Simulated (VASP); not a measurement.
# NaI in VASP: one cell, several levels of theory

Aim: gap, levels, forces and stress of zincblende NaI at fixed geometry. Runs: PBE, r2SCAN. The results are then set beside those of Ansatz 0.2.0 for the same cell. This is a trial cell built on a prototype, not taken from a measured structure, and it needn't be the compound's ground state.

The runs shown are made with VASP 6.6.1. PAW datasets, plane waves. Computed, not measured; no magnetism was allowed, and the structure may never have been made.

### 1 Starting point

The cell comes from an earlier relaxation with r2SCAN in another program.

The symmetry is F-43m (No. 216, cubic); conventional cell a = 7.086 Å, 44.48 Å³ an atom. Na has 4 I at 3.07 Å; I has 4 Na at 3.07 Å.

Structure file:

```cif
data_structure
_symmetry_space_group_name_H-M 'F-43m'
_symmetry_Int_Tables_number 216
_cell_length_a 7.0864
_cell_length_b 7.0864
_cell_length_c 7.0864
_cell_angle_alpha 90.000
_cell_angle_beta 90.000
_cell_angle_gamma 90.000
_cell_volume 355.86
loop_
_atom_site_label
_atom_site_type_symbol
_atom_site_symmetry_multiplicity
_atom_site_Wyckoff_symbol
_atom_site_fract_x
_atom_site_fract_y
_atom_site_fract_z
_atom_site_occupancy
Na1 Na 4 a 0.00000 0.00000 0.00000 1
I1 I 4 d 0.25000 0.25000 0.75000 1
```

### 2 Single point with PBE

Input file INCAR:

```
ENCUT = 520.000000
SIGMA = 0.020000
EDIFF = 1.00e-07
GGA = PE
PREC = Accurate
IBRION = -1
ISIF = 2
ISMEAR = -1
NBANDS = 14
NELM = 120
NSW = 0
LASPH = .TRUE.
LCHARG = .FALSE.
LWAVE = .FALSE.
LREAL = .FALSE.
```

Input file KPOINTS:

```
KPOINTS created by Atomic Simulation Environment
0
Gamma
6 6 6
0 0 0
```

Input file KPOINTS_OPT:

```
special points
6
Reciprocal
0.0000000000 0.0000000000 0.0000000000 1
-0.5000000000 -0.5000000000 0.0000000000 1
-0.3750000000 -0.3750000000 0.2500000000 1
-0.3750000000 0.0000000000 0.3750000000 1
0.0000000000 0.0000000000 0.5000000000 1
-0.5000000000 -0.2500000000 0.2500000000 1
```

Input file POSCAR:

```
Na I
 1.0000000000000000
     0.0000000000000000    3.5431916337822096    3.5431916337822096
     3.5431916337822096    0.0000000000000000    3.5431916337822096
     3.5431916337822096    3.5431916337822096    0.0000000000000000
 Na  I
   1   1
Cartesian
 -0.0000000000000000  0.0000000000000000 -0.0000000000000000
  1.7715958168911048  1.7715958168911048  1.7715958168911048
```

The run uses the recommended PBE PAW datasets (14 valence electrons a neutral cell).

The run is started by

```sh
$ mpirun -np 1 vasp_std
```

### 3 r2SCAN at this geometry

Input file INCAR:

```
ENCUT = 520.000000
SIGMA = 0.010000
EDIFF = 1.00e-07
ALGO = Normal
METAGGA = R2SCAN
PREC = Accurate
IBRION = -1
ISIF = 2
ISMEAR = 0
NBANDS = 14
NELM = 120
NSW = 0
LASPH = .TRUE.
LCHARG = .FALSE.
LWAVE = .FALSE.
LREAL = .FALSE.
```

KPOINTS is that of step 2.

KPOINTS_OPT is that of step 2.

POSCAR is that of step 2.

Q: Predict the outcome of this session. Wanted: for each run, gap; pressure; Ansatz: gap; Ansatz: pressure.

**Answer**, as computed:

| level | gap (eV) | pressure (GPa) | Ansatz: gap (eV) | Ansatz: pressure (GPa) |
| --- | --- | --- | --- | --- |
| PBE | 3.82 | 0.39 | 3.83 | 0.37 |
| r2SCAN | 4.42 | -0.08 | 4.42 | 0.01 |

The gap spans 3.82 eV (PBE) to 4.42 eV (r2SCAN). Spin-orbit coupling is left out, though the cell holds I (Z = 53); in an element this heavy it can shift bands and gaps by tenths of an eV. The two programs agree on the gap within 0.02 eV, far less than the spread between functionals. Datasets and cutoffs are each program's own. VASP's cell holds 14 valence electrons and Ansatz's 26.
